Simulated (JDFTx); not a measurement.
# Nb (Im-3m) in JDFTx: a series of runs

Runs on Nb. Level: r2SCAN. Tasks: equation of state.

Everything below comes from runs of JDFTx 1.7.0 (patched build). Logs are shortened: lines on timing, memory, paths and dates and some standing lists are left out, and cuts for length are marked. The log counts tension as positive stress, the text compression.

**The experiment to reproduce.**

“Pressure effects on the electronic structure and superconductivity of (TaNb)0.67(HfZrTi)0.33 high entropy alloy”, 2019, arxiv:1910.08312 quotes, for a bulk crystal of Nb: bulk modulus 169 GPa.

The results are compared with them further down.

## (1) The structure

The structure is cubic, space group Im-3m (No. 229). Conventional cell: a = 3.328 Å, b = 3.328 Å, c = 3.328 Å, α = 90.00°, β = 90.00°, γ = 90.00°. Nb (site symmetry m-3m) is surrounded by 8 Nb at 2.88 Å.

## (2) Equation of state, r2SCAN, 17.32 Å³/atom (volume scaled by 0.94)

The input, Nb.in:

```
lattice \
   -3.0802201456     3.0802201456     3.0802201456 \
    3.0802201456    -3.0802201456     3.0802201456 \
    3.0802201456     3.0802201456    -3.0802201456
coords-type Lattice
ion Nb     0.0000000000     0.0000000000     0.0000000000 1

ion-species pseudo/Nb.upf
elec-cutoff 40
elec-ex-corr mgga-x-r2scan mgga-c-r2scan
kpoint-folding 11 11 11
elec-smearing Fermi 0.0018374661
elec-n-bands 12
electronic-SCF nIterations 100 energyDiffThreshold 1e-09
electronic-minimize nIterations 30 energyDiffThreshold 1e-7
forces-output-coords Cartesian

dump-name run.$VAR
dump End Ecomponents EigStats BandEigs Kpoints Forces Stress
```

Potentials or basis: SG15-PBE-1.2.

Launch:

```sh
$ jdftx -c 1 -i Nb.in -o Nb.out
```

Output:

```text
*************** JDFTx 1.7.0 (patched build) ***************

[... 9 lines left out ...]
---------- Initializing the Grid ----------
R =
[     -3.08022      3.08022      3.08022  ]
[      3.08022     -3.08022      3.08022  ]
[      3.08022      3.08022     -3.08022  ]
unit cell volume = 116.898
G =
[ -6.80428e-18    1.01992    1.01992  ]
[    1.01992 -6.80428e-18    1.01992  ]
[    1.01992    1.01992 -6.80428e-18  ]
Minimum fftbox size, Smin = [  32  32  32  ]
Chosen fftbox size, S = [  32  32  32  ]

---------- Exchange Correlation functional ----------
Initialized LibXC exchange functional 'Re-regularized SCAN exchange by Furness et al'
Initialized LibXC correlation functional 'Re-regularized SCAN correlation by Furness et al'

---------- Setting up pseudopotentials ----------
Width of ionic core gaussian charges (only for fluid interactions / plotting) set to 0

Reading pseudopotential file 'pseudo/Nb.upf':
  'Nb' pseudopotential, 'PBE' functional
  Generated using ONCVPSP code by D. R. Hamann
  13 valence electrons, 0 orbitals, 6 projectors, 602 radial grid points, with lMax = 2
  Core radius for overlap checks: 1.46 bohrs.

Initialized 1 species with 1 total atoms.

Folded 1 k-points by 11x11x11 to 1331 k-points.

---------- Setting up k-points, bands, fillings ----------
Reduced to 56 k-points under symmetry.
Computing the number of bands and number of electrons
Calculating initial fillings.
nElectrons:  13.000000   nBands: 12   nStates: 56

----- Setting up reduced wavefunction bases (one per k-point) -----
average nbasis = 1412.376 , ideal nbasis = 1412.503

---------- Setting up ewald sum ----------
Optimum gaussian width for ewald sums = 1.923223 bohr.
Real space sum over 2197 unit cells with max indices [  6  6  6  ]
Reciprocal space sum over 2197 terms with max indices [  6  6  6  ]

---------- Allocating electronic variables ----------
Initializing wave functions:  (No orbitals for LCAO)  bandwidth-limited random numbers

Setting the auxilliary hamiltonian equal to the subspace hamiltonian.

-------- Electronic minimization -----------
Will mix electronic and kinetic density at each iteration.
	FillingsUpdate:  mu: +1.156679088  nElectrons: 13.000000
	FillingsUpdate:  mu: +0.001802915  nElectrons: 13.000000
SCF: Cycle:  0   F: -54.211824171876984   dF: -1.180e+01   |Residual|: 5.740e+00   |deigs|: 1.294e+00
	FillingsUpdate:  mu: +0.372009009  nElectrons: 13.000000
SCF: Cycle:  1   F: -55.333231047323807   dF: -1.121e+00   |Residual|: 3.643e+00   |deigs|: 4.693e-01
	FillingsUpdate:  mu: +0.853314810  nElectrons: 13.000000
SCF: Cycle:  2   F: -56.234513784537988   dF: -9.013e-01   |Residual|: 3.680e+00   |deigs|: 7.990e-01
	FillingsUpdate:  mu: +0.724139944  nElectrons: 13.000000
SCF: Cycle:  3   F: -57.041608828434846   dF: -8.071e-01   |Residual|: 1.162e+00   |deigs|: 2.817e-01
	FillingsUpdate:  mu: +0.715655506  nElectrons: 13.000000
SCF: Cycle:  4   F: -57.061284502011375   dF: -1.968e-02   |Residual|: 9.050e-01   |deigs|: 1.416e-02
	FillingsUpdate:  mu: +0.677976744  nElectrons: 13.000000
SCF: Cycle:  5   F: -57.074707076301507   dF: -1.342e-02   |Residual|: 1.187e-01   |deigs|: 6.596e-02
	FillingsUpdate:  mu: +0.685193384  nElectrons: 13.000000
SCF: Cycle:  6   F: -57.076919148929591   dF: -2.212e-03   |Residual|: 2.992e-02   |deigs|: 1.396e-02
	FillingsUpdate:  mu: +0.688003522  nElectrons: 13.000000
SCF: Cycle:  7   F: -57.077068880145390   dF: -1.497e-04   |Residual|: 1.354e-02   |deigs|: 4.927e-03
	FillingsUpdate:  mu: +0.687552526  nElectrons: 13.000000
SCF: Cycle:  8   F: -57.077076167203806   dF: -7.287e-06   |Residual|: 2.404e-03   |deigs|: 9.066e-04
	FillingsUpdate:  mu: +0.687525399  nElectrons: 13.000000
SCF: Cycle:  9   F: -57.077076369369848   dF: -2.022e-07   |Residual|: 6.342e-04   |deigs|: 4.689e-05
	FillingsUpdate:  mu: +0.687505720  nElectrons: 13.000000
SCF: Cycle: 10   F: -57.077076429580238   dF: -6.021e-08   |Residual|: 4.986e-04   |deigs|: 3.743e-05
	FillingsUpdate:  mu: +0.687495185  nElectrons: 13.000000
SCF: Cycle: 11   F: -57.077076443711064   dF: -1.413e-08   |Residual|: 1.050e-04   |deigs|: 2.194e-05
	FillingsUpdate:  mu: +0.687489737  nElectrons: 13.000000
SCF: Cycle: 12   F: -57.077076445867952   dF: -2.157e-09   |Residual|: 3.624e-05   |deigs|: 1.363e-05
	FillingsUpdate:  mu: +0.687491496  nElectrons: 13.000000
SCF: Cycle: 13   F: -57.077076446256825   dF: -3.889e-10   |Residual|: 1.881e-05   |deigs|: 9.052e-06
	FillingsUpdate:  mu: +0.687491781  nElectrons: 13.000000
SCF: Cycle: 14   F: -57.077076446333827   dF: -7.700e-11   |Residual|: 1.615e-05   |deigs|: 1.361e-05
SCF: Converged (|Delta E|<1.000000e-09 for 2 iters).

Setting wave functions to eigenvectors of Hamiltonian

# Stress tensor in Cartesian coordinates [Eh/a0^3]:
[ -0.000279065            0            0  ]
[            0 -0.000279065            0  ]
[            0            0 -0.000279065  ]

# Ionic positions in lattice coordinates:
ion Nb   0.000000000000000   0.000000000000000   0.000000000000000 1

# Forces in Cartesian coordinates:
force Nb  -0.000000000000000  -0.000000000000000  -0.000000000000000 1

# Energy components:
   Eewald =      -49.9177350883113462
       EH =        7.2172846017412580
     Eloc =      -31.0250869612237921
      Enl =        5.5339800058821078
      Exc =       -6.9132768155933082
       KE =       18.0282523306452092
-------------------------------------
     Etot =      -57.0765819268598662
       TS =        0.0004945194739604
-------------------------------------
        F =      -57.0770764463338267

IonicMinimize: Iter:   0  F: -57.077076446333827  |grad|_K:  0.000e+00
IonicMinimize: Converged (|grad|_K<1.000000e-04).

Dumping 'run.eigStats' ...
	eMin: -1.384364 at state 0 ( [ +0.000000 +0.000000 +0.000000 ] spin 0 )
	HOMO: +0.687420 at state 24 ( [ +0.090909 +0.181818 -0.181818 ] spin 0 )
	mu  : +0.687492
	LUMO: +0.689887 at state 6 ( [ +0.000000 +0.090909 +0.090909 ] spin 0 )
	eMax: +1.386846 at state 47 ( [ +0.272727 +0.272727 -0.272727 ] spin 0 )
	HOMO-LUMO gap: +0.002467
	Optical gap  : +0.004053 at state 6 ( [ +0.000000 +0.090909 +0.090909 ] spin 0 )
Done!
```

It took 84 s on 1 thread of Arm Neoverse V1, shared host; peak memory 0.07 GiB.

What came out:

```yaml
Free_energy: -1553.1464 eV
Pressure: 8.2 GPa
Band_gap_on_the_k_mesh: none (metal or under the smearing width)
```

Caveat: the potentials were made for another functional, which shifts forces and pressure.

## (3) Equation of state, r2SCAN, 17.69 Å³/atom (volume scaled by 0.96)

Edit Nb.in of step 2 so:

```diff
@@ -1,5 +1,5 @@
 lattice \
-   -3.0802201456     3.0802201456     3.0802201456 \
-    3.0802201456    -3.0802201456     3.0802201456 \
-    3.0802201456     3.0802201456    -3.0802201456
+   -3.1019125514     3.1019125514     3.1019125514 \
+    3.1019125514    -3.1019125514     3.1019125514 \
+    3.1019125514     3.1019125514    -3.1019125514
 coords-type Lattice
```

Potentials or basis: SG15-PBE-1.2.

Launch:

```sh
$ jdftx -c 1 -i Nb.in -o Nb.out
```

Run time: 84 s. Hardware: 1 thread of Arm Neoverse V1, shared host; peak memory 0.07 GiB.

Results (log left out):

```yaml
Free_energy: -1553.1615 eV
Pressure: 3.9 GPa
Band_gap_on_the_k_mesh: none (metal or under the smearing width)
```

Caveat: the potentials were made for another functional, which shifts forces and pressure.

## (4) Equation of state, r2SCAN, 18.06 Å³/atom (volume scaled by 0.98)

Edit Nb.in of step 3 so:

```diff
@@ -1,5 +1,5 @@
 lattice \
-   -3.1019125514     3.1019125514     3.1019125514 \
-    3.1019125514    -3.1019125514     3.1019125514 \
-    3.1019125514     3.1019125514    -3.1019125514
+   -3.1233057277     3.1233057277     3.1233057277 \
+    3.1233057277    -3.1233057277     3.1233057277 \
+    3.1233057277     3.1233057277    -3.1233057277
 coords-type Lattice
```

Launch:

```sh
$ jdftx -c 1 -i Nb.in -o Nb.out
```

It took 89 s on 1 thread of Arm Neoverse V1, shared host; peak memory 0.07 GiB.

The run converged. Its results:

| Quantity | Value |
| --- | --- |
| Free energy | -1553.1671 eV |
| Pressure | 0.0 GPa |
| Band gap on the k mesh | none (metal or under the smearing width) |

Caveat: the potentials were made for another functional, which shifts forces and pressure.

## (5) Equation of state, r2SCAN, 18.43 Å³/atom

Edit Nb.in of step 4 so:

```diff
@@ -1,5 +1,5 @@
 lattice \
-   -3.1233057277     3.1233057277     3.1233057277 \
-    3.1233057277    -3.1233057277     3.1233057277 \
-    3.1233057277     3.1233057277    -3.1233057277
+   -3.1444097851     3.1444097851     3.1444097851 \
+    3.1444097851    -3.1444097851     3.1444097851 \
+    3.1444097851     3.1444097851    -3.1444097851
 coords-type Lattice
```

Launch:

```sh
$ jdftx -c 1 -i Nb.in -o Nb.out
```

Run time: 94 s. Hardware: 1 thread of Arm Neoverse V1, shared host; peak memory 0.07 GiB.

The run converged. Its results:

```yaml
Free_energy: -1553.1641 eV
Pressure: -3.6 GPa
Band_gap_on_the_k_mesh: none (metal or under the smearing width)
```

Caveat: the potentials were made for another functional, which shifts forces and pressure.

## (6) Equation of state, r2SCAN, 18.80 Å³/atom (volume scaled by 1.02)

Edit Nb.in of step 5 so:

```diff
@@ -1,5 +1,5 @@
 lattice \
-   -3.1444097851     3.1444097851     3.1444097851 \
-    3.1444097851    -3.1444097851     3.1444097851 \
-    3.1444097851     3.1444097851    -3.1444097851
+   -3.1652342979     3.1652342979     3.1652342979 \
+    3.1652342979    -3.1652342979     3.1652342979 \
+    3.1652342979     3.1652342979    -3.1652342979
 coords-type Lattice
```

Potentials or basis: SG15-PBE-1.2.

Launch:

```sh
$ jdftx -c 1 -i Nb.in -o Nb.out
```

Wall time 93 s (1 thread of Arm Neoverse V1, shared host); peak memory 0.07 GiB.

The run converged. Its results:

```
Free energy            : -1553.1532 eV
Pressure               : -6.8 GPa
Band gap on the k mesh : none (metal or under the smearing width)
```

Caveat: the potentials were made for another functional, which shifts forces and pressure.

## (7) Equation of state, r2SCAN, 19.17 Å³/atom (volume scaled by 1.04)

Edit Nb.in of step 6 so:

```diff
@@ -1,5 +1,5 @@
 lattice \
-   -3.1652342979     3.1652342979     3.1652342979 \
-    3.1652342979    -3.1652342979     3.1652342979 \
-    3.1652342979     3.1652342979    -3.1652342979
+   -3.1857883432     3.1857883432     3.1857883432 \
+    3.1857883432    -3.1857883432     3.1857883432 \
+    3.1857883432     3.1857883432    -3.1857883432
 coords-type Lattice
```

Launch:

```sh
$ jdftx -c 1 -i Nb.in -o Nb.out
```

It took 97 s on 1 thread of Arm Neoverse V1, shared host; peak memory 0.08 GiB.

Results (log left out):

```
Free energy            : -1553.1352 eV
Pressure               : -9.8 GPa
Band gap on the k mesh : none (metal or under the smearing width)
```

Caveat: the potentials were made for another functional, which shifts forces and pressure.

## (8) Equation of state, r2SCAN, 19.53 Å³/atom (volume scaled by 1.06)

Edit Nb.in of step 7 so:

```diff
@@ -1,5 +1,5 @@
 lattice \
-   -3.1857883432     3.1857883432     3.1857883432 \
-    3.1857883432    -3.1857883432     3.1857883432 \
-    3.1857883432     3.1857883432    -3.1857883432
+   -3.2060805359     3.2060805359     3.2060805359 \
+    3.2060805359    -3.2060805359     3.2060805359 \
+    3.2060805359     3.2060805359    -3.2060805359
 coords-type Lattice
```

Launch:

```sh
$ jdftx -c 1 -i Nb.in -o Nb.out
```

Wall time 98 s (1 thread of Arm Neoverse V1, shared host); peak memory 0.08 GiB.

The run converged. Its results:

| Item | Value |
| --- | --- |
| Free energy | -1553.1106 eV |
| Pressure | -12.4 GPa |
| Band gap on the k mesh | none (metal or under the smearing width) |

Caveat: the potentials were made for another functional, which shifts forces and pressure.

## (9) Equation of state, r2SCAN

Potentials or basis: SG15-PBE-1.2.

This step only gathers the single runs of the series.

Results:

```yaml
Equilibrium_volume: 18.11 Å³/atom
Bulk_modulus: 182 GPa
Pressure_derivative_of_the_bulk_modulus: 3.7
```

Energy against volume, from the lowest point:
| volume (Å³/atom) | energy (meV/atom) |
| --- | --- |
| 17.322 | 20.77 |
| 17.691 | 5.65 |
| 18.060 | 0.00 |
| 18.428 | 3.04 |
| 18.797 | 13.93 |
| 19.165 | 31.96 |
| 19.534 | 56.52 |

Caveat: the potentials were made for another functional, which shifts forces and pressure.

## (10) Against experiment

Step 9. A measured bulk modulus of Nb is 169 GPa (quoted in “Pressure effects on the electronic structure and superconductivity of (TaNb)0.67(HfZrTi)0.33 high entropy alloy”, 2019, arxiv:1910.08312); the calculated 182 GPa misses it by +7.8 %. The fit is for a static lattice scaled at fixed shape and fixed fractional positions.
